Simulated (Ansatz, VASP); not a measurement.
**GaP in two plane-wave programs**

One calculation is typed for both programs; each brings its own data sets. How far apart do they land? The cell is taken from a series of runs on this material, whose earlier steps may have relaxed, scaled, displaced or heated it; both programs get it as it stands.

Method: plane waves, with VASP 6.6.1 beside it; G0W0 gap at LDA, in Ansatz 0.2.0.

### Step 1. The structure

It takes space group R3m (No. 160, trigonal). The conventional cell has a = 3.777 Å, b = 3.777 Å, c = 9.518 Å, α = 90.00°, β = 90.00°, γ = 120.00°. Ga has 4 P at 2.33 to 2.36 Å nearest. P has 4 Ga at 2.33 to 2.36 Å nearest. Farther neighbours are not listed.

### Step 2. Ansatz: G0W0 gap, LDA

Ansatz runs on its default PAW (the set named soft_2) files.

Quasiparticle shifts depend on high empty states and on the cores, so they are the hardest test of two PAW sets.

Contents of input.yaml:

```yaml
crystal:
  lattice:
    - [-1.8885019023, -1.0903270801, 3.1725420988]
    - [1.8885019023, -1.0903270801, 3.1725420988]
    - [0.0, 2.180654165, 3.1725420971]
  atoms:
    - { symbol: Ga, position: [-0.0012690052, -0.0012690052, -0.0012690052] }
    - { symbol: P, position: [0.7512690052, 0.7512690052, 0.7512690052] }
kpoints:
  mp_grid: { grid: [6, 6, 6] }
hamiltonian:
  xc: lda
scf:
  occupations: { method: fixed }
gw:
  n_empty_bands: 163
  ecut_chi: 150.0
  qp_bands: [v3, c2]
  screening: { model: contour_deformation }
```

The run is started by

```
ansatz run input.yaml --threads 8 --pin off --max-ram 18432MiB --backend cpu --events-out ev --progress --plain --runs-dir out
```

Numbers of over 12 decimals in the logs are rounded to 6 here.

The program printed:

```text
Engine: ansatz 0.2.0, x86_64-unknown-linux-gnu
Pseudopotentials: kind: paw
Pseudopotential: Ga, paw, valence charge 13, recommended cutoff 420 eV (normal), Ga.paw.azcp
Pseudopotential: P, paw, valence charge 5, recommended cutoff 420 eV (normal), P.paw.azcp
Functional definition: SPW92
  exchange = slater_x
  correlation = pw_c
Crystal: 2 atoms, lattice volume = 39.195 Å³
Basis set: ecut = 420 eV, 749 PW (Γ)
Bands: 13, of which v1, the nominal top of the filled ones, is band 9 counted from 1 (8 counted from 0)
Symmetry: 6 space group operations
Space group: R3m (ITA 160), of the structure as read, at distance tolerance 3.4e-5 Å
k-points: 32 of 216 (time reversal used)
Non-local potential: Ga, projectors of the file, l = 0: 2, l = 1: 2, l = 2: 3, l = 3: 1
Non-local potential: P, projectors of the file, l = 0: 2, l = 1: 2, l = 2: 2
PAW form: soft (Blöchl's): semilocal exchange-correlation on the pseudo side does not see the compensation charge
PAW frozen core: Ga, regenerated for the run's functional, and the local potential with it (the file was generated under x = pbe(κ = 0.804, μ = 0.219515), c = pbe(β = 0.066725))
PAW frozen core: P, regenerated for the run's functional, and the local potential with it (the file was generated under x = pbe(κ = 0.804, μ = 0.219515), c = pbe(β = 0.066725))
PAW one-centre angular grid: Ga, 590 points (default); XC on 64 Gauss nodes
PAW one-centre angular grid: P, 110 points (default); XC on 64 Gauss nodes
Initial density: superposition of atomic densities (neutral atoms: chi_scale 0, normalization atom), corrected by the library's trained network
Initial wavefunctions: pseudopotential atomic-orbital guess
Functional: x = slater, c = lda
SCF iter   1: F=—  HF=-4433.745980 eV  |F-HF|=—  |Δ(HF+E_count)|=         —  Δρ=6.00e-3  dr2=1.37e-2  ethr=1.77e-3  ⟨swp⟩=5.0  Hψ=2199  notcnv=0  defer=58
preconditioner: auto → none  [insulator: Δε(μ)=1.214 eV  Ē_g=15.638 eV  n_scr=14 (ndim 8)  ℏωp=25.2 eV  f_vac=0.010  ε∞_Penn≈3.6]
SCF iter   2: F=—  HF=-4433.741003 eV  |F-HF|=—  |Δ(HF+E_count)|=   4.98e-3  Δρ=3.01e-3  dr2=1.48e-3  ethr=7.58e-5  ⟨swp⟩=2.9  Hψ=849  notcnv=0  defer=63
SCF iter   3: F=—  HF=-4433.740606 eV  |F-HF|=—  |Δ(HF+E_count)|=   3.97e-4  Δρ=9.34e-4  dr2=2.53e-4  ethr=8.21e-6  ⟨swp⟩=2.7  Hψ=806  notcnv=0  defer=61
SCF iter   4: F=—  HF=-4433.740507 eV  |F-HF|=—  |Δ(HF+E_count)|=   9.93e-5  Δρ=3.45e-4  dr2=2.05e-5  ethr=1.41e-6  ⟨swp⟩=2.0  Hψ=775  notcnv=0  defer=58
iter 5 did not close the SCF: its close was put off for the readings that it lacked (scf_convergence_deferred on its scf_iter line)
SCF iter   5: F=-4433.740505 eV  HF=-4433.740505 eV  |F-HF|=1.05e-8  |Δ(HF+E_count)|=   2.29e-6  Δρ=1.80e-5  dr2=9.06e-8  ethr=1.14e-7  ⟨swp⟩=2.9  Hψ=713  notcnv=0  defer=49
SCF iter   6: F=-4433.740505 eV  HF=-4433.740505 eV  |F-HF|=2.87e-9  |Δ(HF+E_count)|=   8.59e-9  Δρ=3.68e-6  dr2=5.17e-9  ethr=5.03e-10  ⟨swp⟩=5.2  Hψ=2336  notcnv=0
SCF 1 converged in 6 iterations: F = -4433.740505 eV  dr2 = 5.17e-9
  greatest PAW one-centre occupation: 0.994 electrons in one spin orbital (limit 2), on the Ga atom at site 0 (counted from 0), in its partial waves of l = 2
NSCF: frozen V_eff on 32 k-points
G₀W₀ screening: q 1/32
[... further progress lines ...]
NSCF: frozen V_eff on 1 k-points
NSCF: frozen V_eff on 1 k-points
[...]
SCF converged after 6 iterations
Free energy (F): -4433.740505 eV
Harris-Foulkes:  -4433.740505 eV  (|F-HF|=2.87e-9)
Internal energy: -4433.740505 eV  (E = F + TS)
E sigma→0 (E₀):  -4433.740505 eV
Fermi energy:    7.342622 eV
--- Per-component energies (eV) ---
  E_band       = -58.387640
  E_kinetic    = 187.737088
  E_local      = -2184.331110  (includes V_loc(G=0)·N_el)
  E_nonlocal   = 462.086389
  E_hartree    = 1009.249022
  E_xc         = -130.646356
  E_vxc        = -120.332878  (∫ρ·V_xc dr)
  E_paw        = -2452.844746  (= ΣΔE_a)
  E_vpaw       = -422.046817  (= ΣTr[D̂ρ^β])
  E_aug_tail   = -0.000117  (compensation charges beyond the density's cutoff)
  E_ewald      = -1326.836505
  E_core_change = 1.845831  (= ΣΔE_core)
  E_smearing   = -0.000000  (= −TS)
  E_closure    = 0.000000  (closes the sum)
  Σ components = -4433.740505   (vs F -4433.740505, Δ=0.00e0)
--- Band table (eV; the first three rows and the last of 32) ---
  k-point 0: bands = [... 5 lower, -5.5052, 7.1017, 7.3426, 7.3426, 9.0815, 10.8706, 11.1531, 11.1531]
  k-point 1: bands = [... 5 lower, -5.1277, 4.8579, 6.7361, 6.9249, 9.5521, 11.4488, 11.7191, 12.3600]
  k-point 2: bands = [... 5 lower, -4.1136, 1.9090, 6.1862, 6.3336, 8.9956, 11.8725, 12.0272, 14.8146]
[...]
10    11     10.8778    -7.8268    -4.4846   -12.6391  0.7723    11.2071    11.2054  root
    11     7      0.7004   -18.2024     3.6950   -14.1464  0.7059     0.3382     0.3393  root
    11     8      3.0006   -15.6053     2.6790   -12.4391  0.7173     2.5083     2.5134  root
    11     9      5.1145   -16.3025     1.8005   -14.0097  0.7518     4.6184     4.6222  root
    11    10      9.4743    -7.6330    -4.1298   -12.0786  0.7849     9.7914     9.7902  root
    11    11     13.3253    -7.8917    -5.5937   -13.9027  0.7303    13.7454    13.7426  root
    12     7      0.2572   -18.2818     3.8920   -14.0279  0.7024    -0.1062    -0.1047  root
    12     8      4.3235   -16.0952     2.1174   -13.4703  0.7413     3.8110     3.8159  root
    12     9      4.5586   -16.1810     2.0818   -13.5888  0.7437     4.0435     4.0483  root
    12    10      8.6061    -7.3083    -3.8502   -11.3876  0.7916     8.8359     8.8353  root
    12    11      8.9886    -7.8456    -3.9695   -12.1161  0.7880     9.2906     9.2896  root
    13     7      4.6005   -17.0402     1.8127   -14.8183  0.7459     4.1883     4.1914  root
    13     8      6.9749   -17.0318     1.1701   -15.4257  0.7655     6.5369     6.5389  root
    13     9      6.9749   -17.0318     1.1701   -15.4257  0.7655     6.5369     6.5389  root
    13    10      9.8636    -9.5129    -4.4092   -14.4185  0.7777    10.3631    10.3601  root
    13    11     11.6932    -7.7856    -4.6995   -12.8840  0.7650    12.0947    12.0921  root
    14     7      3.3293   -17.8688     2.5053   -14.9510  0.7230     2.9135     2.9168  root
    14     8      5.0176   -15.8574     1.7085   -13.6928  0.7520     4.5581     4.5615  root
    14     9      6.7936   -17.0289     1.2421   -15.3409  0.7644     6.3455     6.3477  root
    14    10     10.6233    -9.4933    -4.6265   -14.6245  0.7681    11.1318    11.1280  root
    14    11     11.9782    -8.0915    -4.6137   -13.0288  0.7646    12.3036    12.3018  root
    15     7      1.2717   -17.8781     3.5377   -13.9474  0.7031     0.8770     0.8787  root
    15     8      4.2035   -15.9736     2.0237   -13.4904  0.7407     3.7398     3.7439  root
    15     9      6.0656   -16.6983     1.4985   -14.7289  0.7599     5.5918     5.5946  root
[...]
30     9      4.7277   -15.8843     1.9109   -13.4834  0.7476     4.2335     4.2378  root
    30    10     11.3224    -8.5117    -4.6158   -13.4944  0.7643    11.6915    11.6893  root
    30    11     11.8956    -7.2568    -4.7768   -12.3758  0.7644    12.2400    12.2379  root
    31     7      0.2997   -17.1048     3.9142   -12.8075  0.6993    -0.0852    -0.0834  root
    31     8      6.2318   -16.7795     1.4654   -14.8465  0.7609     5.7615     5.7643  root
    31     9      6.2318   -16.7795     1.4654   -14.8465  0.7609     5.7615     5.7643  root
    31    10      9.1508    -9.4964    -4.1517   -14.0975  0.7836     9.6024     9.6002  root
    31    11     12.0198    -7.2379    -4.7438   -12.3436  0.7654    12.3839    12.3817  root
```

Reading the cycles: dr2 is the Hartree energy of the density residual (eV), the measure of convergence; HF is the Harris–Foulkes estimate of the energy, which meets the free energy F at convergence.

(Part 1 of 2 ends here.)

[Lines on the potential files, build, host, timing and source positions are cut from VASP's logs without a mark.]

[Logs are printed without paths, hosts, clocks, repeated set-up lines and the standing remarks that a program may print on its own settings, such as how far it seeks lower states.]

[Hosts, paths, dates, database ids (printed as entryN), source tags and the programs' standing remarks are cut or masked in the printed files.]
